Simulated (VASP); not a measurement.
Data:

```yaml
crystal:
  lattice:
    - [0.00000, 3.11600, 3.11600]
    - [3.11600, 0.00000, 3.11600]
    - [3.11600, 3.11600, 0.00000]
  atoms:
    - { symbol: Al, position: [0.00000, 0.00000, 0.00000] }
    - { symbol: Sb, position: [0.25000, 0.25000, 0.25000] }
```

Method: PBE0 hybrid, VASP's PBE PAW potentials (set 64) (plane waves; VASP). Run with 520 eV cut-off, 6×6×6 Γ-centred mesh, Gaussian smearing of 0.050 eV, potentials Al Sb.

### Question
Give the stress tensor in GPa (positive for a compressed cell).

### Answer

```
-2.19   0.00   0.00
 0.00  -2.19   0.00
 0.00   0.00  -2.19
```
The pressure is its mean diagonal, -2.19 GPa.

The compound is AlSb in the zinc blende structure. It was relaxed first. The cell's shape comes from a PBE relaxation.
